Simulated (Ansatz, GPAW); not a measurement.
# CdSiP$_{2}$ with GLLB-SC from a Python script

These are simulated results from GPAW 26.7.0, not measurements. The cell began as a database structure and was relaxed with r2SCAN in plane waves (Ansatz 0.2.0). It may be hypothetical. All runs are without spin polarisation.

The symmetry is I-42d (No. 122, tetragonal); conventional cell a = 5.694 Å, c = 10.484 Å, 21.24 Å³ an atom. Around Cd lie 4 P at 2.57 Å; around Si lie 4 P at 2.26 Å; around P lie 2 Si at 2.26 Å and 2 Cd at 2.57 Å.

GLLB-SC is a model potential. Its fundamental gap is the Kohn-Sham gap plus a derivative discontinuity, which the script evaluates at the band edges among the listed k points. Its total energy isn't variational and serves nothing here.

The script, run.py:

```python
import json
from ase import Atoms
from gpaw import GPAW, PW, FermiDirac

atoms = Atoms(['Cd', 'Cd', 'Si', 'Si', 'P', 'P', 'P', 'P'],
              cell=[[-2.84685517, 2.84685517, 5.24206179], [2.84685517, -2.84685517, 5.24206179], [2.84685517, 2.84685517, -5.24206179]],
              scaled_positions=[[0.75, 0.25, 0.5], [0.0, 0.0, 0.0], [0.5, 0.5, 0.0], [0.25, 0.75, 0.5], [0.875, 0.828840988, 0.453840988], [0.171159012, 0.625, 0.046159012], [0.375, 0.421159012, 0.546159012], [0.578840988, 0.125, 0.953840988]],
              pbc=True)
calc = GPAW(mode=PW(400), xc='GLLBSC', kpts={'size': (4, 4, 4), 'gamma': True},
            occupations=FermiDirac(0.02), maxiter=100, legacy_gpaw=True, txt='gpaw.txt')
atoms.calc = calc
res = {'energy': atoms.get_potential_energy(force_consistent=True)}
res['electrons'] = calc.get_number_of_electrons()
res['k'] = calc.get_ibz_k_points().tolist()
res['levels'] = [calc.get_eigenvalues(kpt=i).tolist() for i in range(len(res['k']))]
points = [[0.0, 0.0, 0.0], [0.0, 0.0, 0.5], [0.25, 0.25, 0.25], [0.0, 0.5, 0.0], [0.5, 0.5, -0.5], [0.323734, 0.676266, -0.323734], [-0.323734, 0.323734, 0.323734], [-0.147468, 0.147468, 0.5], [0.5, 0.5, -0.147468]]
bands = calc.fixed_density(kpts=points, symmetry='off', nbands=round(res['electrons']) // 2 + 6, convergence={'bands': -2}, txt='bands.txt')
res['points'] = [bands.get_eigenvalues(kpt=i).tolist() for i in range(len(points))]
homo, lumo = bands.get_homo_lumo()
potential = calc.hamiltonian.xc.response.calculate_discontinuity_potential(homo, lumo)
res['discontinuity'] = bands.hamiltonian.xc.response.calculate_discontinuity(potential)
json.dump(res, open('results.json', 'w'))
print('free energy (eV):', round(res['energy'], 5))
```

Command: `python run.py`. It took 87 s on 1 thread of Arm Neoverse V1 (shared host), peak memory 0.33 GiB.

The log gpaw.txt, trimmed of paths, versions and times, then the last line on the terminal. An iter line gives the energy in eV and the logarithms of the changes of orbitals (plane waves alone) and density (c: converged):

```
___ ___ ___ _ _ _
 |   |   |_  | | | |

 | | | | | . | | | |

 |__ |  _|___|_____|  26.7.0
 |___|_|

Input parameters:
  kpts: {gamma: True,
         size: (4, 4, 4)}
  maxiter: 100
  mode: {ecut: 400.0,
         name: pw}
  occupations: {fixmagmom: False,
                name: fermi-dirac,
                width: 0.02}
  xc: GLLBSC

System changes: positions, numbers, cell, pbc, initial_charges, initial_magmoms

Initialize ...

species:
  Cd:
    name:    Cadmium
    Z:       48.0
    valence: 12
    core:    36
    charge:  0.0  # [|e|]
    compensation charges:
      type: gauss
      rc: 0.38  # [Å]
      lmax: 2
    cutoffs:
      filter: 2.12  # [Å]
      core: 2.62  # [Å]
    projectors
    | kind |    occ | energy [eV] | rcut [Å] |

    |------|--------|-------------|----------|

    |   5s |  2.000 |      -8.047 |    1.191 |

    |   5p |  0.000 |      -3.235 |    1.228 |

    |   4d | 10.000 |     -14.478 |    1.164 |

    |    s |        |      19.165 |    1.191 |

    |    p |        |      23.976 |    1.228 |

    |    d |        |      12.733 |    1.164 |

    Using partial waves for Cd as LCAO basis

  Si:
    name:    Silicon
    Z:       14.0
    valence: 4
    core:    10
    charge:  0.0  # [|e|]
    compensation charges:
      type: gauss
      rc: 0.33  # [Å]
      lmax: 2
    cutoffs:
      filter: 1.86  # [Å]
      core: 2.06  # [Å]
    projectors
    | kind |    occ | energy [eV] | rcut [Å] |

    |------|--------|-------------|----------|

    |   3s |  2.000 |     -12.033 |    1.058 |

    |   3p |  2.000 |      -5.571 |    1.058 |

    |    s |        |      15.179 |    1.058 |

    |    p |        |      21.640 |    1.058 |

    |    d |        |       0.000 |    1.058 |

    Using partial waves for Si as LCAO basis

  P:
    name:    Phosphorus
    Z:       15.0
    valence: 5
    core:    10
    charge:  0.0  # [|e|]
    compensation charges:
      type: gauss
      rc: 0.30  # [Å]
      lmax: 2
    cutoffs:
      filter: 1.69  # [Å]
      core: 1.81  # [Å]
    projectors
    | kind |    occ | energy [eV] | rcut [Å] |

    |------|--------|-------------|----------|

    |   3s |  2.000 |     -16.108 |    0.953 |

    |   3p |  3.000 |      -7.835 |    0.953 |

    |    s |        |      11.103 |    0.953 |

    |    p |        |      19.376 |    0.953 |

    |    d |        |       0.000 |    0.953 |

    Using partial waves for P as LCAO basis

Reference energy: -357092.119814  # eV

Spin-paired calculation

Convergence criteria:
 Maximum [total energy] change in last 3 cyles: 0.0005 eV / valence electron
 Maximum integral of absolute [dens]ity change: 0.0001 electrons / valence electron
 Maximum integral of absolute [eigenst]ate change: 4e-08 eV^2 / valence electron
 Maximum number of scf [iter]ations: 100
 (Square brackets indicate name in SCF output, whereas a 'c' in
 the SCF output indicates the quantity has converged.)

Symmetries present (total): 4

  ( 1  0  0)  ( 0  1  0)  ( 0  0  1)  (-1 -1 -1)
  ( 0  1  0)  ( 1  0  0)  (-1 -1 -1)  ( 0  0  1)
  ( 0  0  1)  (-1 -1 -1)  ( 0  1  0)  ( 1  0  0)

64 k-points: 4 x 4 x 4 Monkhorst-Pack grid + [1/8,1/8,1/8]
14 k-points in the irreducible part of the Brillouin zone
       k-points in crystal coordinates                weights
   0:     0.00000000    0.00000000    0.00000000          1/64
   1:     0.25000000   -0.25000000    0.00000000          4/64
   2:     0.25000000   -0.25000000    0.25000000          4/64
   3:     0.25000000    0.00000000    0.00000000          8/64
   4:     0.25000000    0.25000000   -0.25000000          2/64
   5:     0.25000000    0.25000000    0.25000000          2/64
   6:     0.50000000    0.00000000    0.25000000          8/64
   7:     0.50000000    0.00000000    0.50000000          4/64
   8:     0.50000000    0.25000000    0.00000000          8/64
   9:     0.50000000    0.25000000    0.25000000          8/64
          ...
  13:     0.50000000    0.50000000    0.50000000          1/64

Wave functions: Plane wave expansion
  Cutoff energy: 400.000 eV
  Number of coefficients (min, max): 3068, 3110
  Pulay-stress correction: 0.000000 eV/Ang^3 (de/decut=0.000000)
  Using FFTW library
  ScaLapack parameters: grid=1x1, blocksize=None
  Wavefunction extrapolation:
    Improved wavefunction reuse through dual PAW basis

Occupation numbers: Fermi-Dirac:
  width: 0.0200  # eV

Eigensolver
   Davidson(niter=2)

Densities:
  Coarse grid: 32*32*32 grid
  Fine grid: 64*64*64 grid
  Total Charge: 0.000000

Density mixing:
  Method: separate
  Backend: msr1
  Linear mixing parameter: 0.05
  old densities: 10
  Width of damping distribution: 1.1
  Damping of long wavelength oscillations: 20

Hamiltonian:
  XC and Coulomb potentials evaluated on a 64*64*64 grid
  Using the GLLBSC Exchange-Correlation functional
  External potential:
    NoExternalPotential

XC parameters: GLLBSC functional being used consists of
  -----------------------------------------------------------------------
  | Weight | Module     | Description                                   |

  -----------------------------------------------------------------------
  |  1.000 | SCREENING  | GGA_X_PBE_SOL with 2 nearest neighbor stencil |

  |  1.000 | RESPONSE   | eps=0.0500 eV                                 |

  |  1.000 | XC         | GGA_C_PBE_SOL with 2 nearest neighbor stencil |

  -----------------------------------------------------------------------

Memory estimate:
  Process memory now: 145.75 MiB
  Calculator: 57.90 MiB
    Density: 16.43 MiB
      Arrays: 6.50 MiB
      Localized functions: 4.93 MiB
      Mixer: 5.00 MiB
    Hamiltonian: 4.38 MiB
      Arrays: 4.25 MiB
      XC: 0.00 MiB
      Poisson: 0.00 MiB
      vbar: 0.13 MiB
    Wavefunctions: 37.09 MiB
      Arrays psit_nG: 23.92 MiB
      Eigensolver: 2.14 MiB
      Projections: 0.88 MiB
      Projectors: 8.24 MiB
      PW-descriptor: 1.91 MiB

Total number of cores used: 1

Number of atoms: 8
Number of atomic orbitals: 42
Number of bands in calculation: 36
Number of valence electrons: 52
Bands to converge: occupied

... initialized

Initializing position-dependent things.

Density initialized from atomic densities
Creating initial wave functions:
  36 bands from LCAO basis set
Positions:
   0 Cd    -0.000000    2.846855    2.621031    ( 0.0000,  0.0000,  0.0000)
   1 Cd     0.000000    0.000000    0.000000    ( 0.0000,  0.0000,  0.0000)
   2 Si     0.000000    0.000000    5.242062    ( 0.0000,  0.0000,  0.0000)
   3 Si     2.846855    0.000000    2.621031    ( 0.0000,  0.0000,  0.0000)
   4 P      1.160612    1.423428    6.552577    ( 0.0000,  0.0000,  0.0000)
   5 P      1.423428   -1.160612    3.931546    ( 0.0000,  0.0000,  0.0000)
   6 P      1.686244    1.423428    1.310515    ( 0.0000,  0.0000,  0.0000)
   7 P      1.423428    4.007467   -1.310515    ( 0.0000,  0.0000,  0.0000)

Unit cell:
           periodic     x           y           z      points  spacing
  1. axis:    yes   -2.846855    2.846855    5.242062    32     0.1564
  2. axis:    yes    2.846855   -2.846855    5.242062    32     0.1564
  3. axis:    yes    2.846855    2.846855   -5.242062    32     0.1258

  Lengths:   6.609719   6.609719   6.609719
  Angles:  128.975068 128.975068  75.050694

Effective grid spacing dv^(1/3) = 0.1731

iter:   1   -39.449679
iter:   2   -40.362858   -0.91  -1.03
iter:   3   -38.589330   -1.63  -0.97
iter:   4   -38.779531   -1.64  -1.37
iter:   5   -38.612857   -2.56  -1.29
iter:   6   -38.584244   -3.13  -1.48
iter:   7   -38.496789   -2.85  -1.48
iter:   8   -38.555388   -2.15  -1.61
iter:   9   -38.485158   -3.24  -2.36
iter:  10   -38.490898   -3.44  -2.24
iter:  11   -38.504081c  -4.45  -2.48
iter:  12   -38.511210c  -4.75  -2.95
iter:  13   -38.511230c  -5.72  -3.65
iter:  14   -38.510446c  -6.56  -3.97
iter:  15   -38.509988c  -7.29  -4.63c
iter:  16   -38.510219c  -7.98c -4.69c

Converged after 16 iterations.

Energy contributions relative to reference atoms: (reference = -357092.119814)

Kinetic:       +144.357941
Potential:     -130.312693
External:        +0.000000
XC:             -53.077332
Entropy (-ST):   +0.000000
Local:           +0.521864
SIC:             +0.000000
--------------------------
Free energy:    -38.510219
Extrapolated:   -38.510219

GLLBSC response reference energy: 4.26657 eV (from HOMO)

Showing only first 2 kpts
 Kpt  Band  Eigenvalues  Occupancy
  0    24      4.03721    2.00000
  0    25      4.26645    2.00000
  0    26      5.87926    0.00000
  0    27      6.36428    0.00000

  1    24      3.37938    2.00000
  1    25      3.84933    2.00000
  1    26      6.52821    0.00000
  1    27      7.30135    0.00000

Fermi level: 5.17208

Gap: 1.613 eV
Transition (v -> c):
  (s=0, k=0, n=25, [0.00, 0.00, 0.00]) -> (s=0, k=0, n=26, [0.00, 0.00, 0.00])
No difference between direct/indirect transitions

free energy (eV): -38.51022
```

The gap in the log is over the mesh alone; results.json adds the listed points. GLLB-SC gives a gap of 2.36 eV (1.613 eV Kohn-Sham over the listed points plus 0.749 eV discontinuity). On the same cell, plane-wave PBE (Ansatz, 6×6×6 k points and the special points) gives a gap of 1.37 eV and r2SCAN a gap of 1.61 eV; on shared hosts these took about 28 and 56 core-seconds on the 8-atom cell, against 87 for the script. Semilocal gaps usually lie below measured ones.

The runs are scalar-relativistic, without spin-orbit coupling.
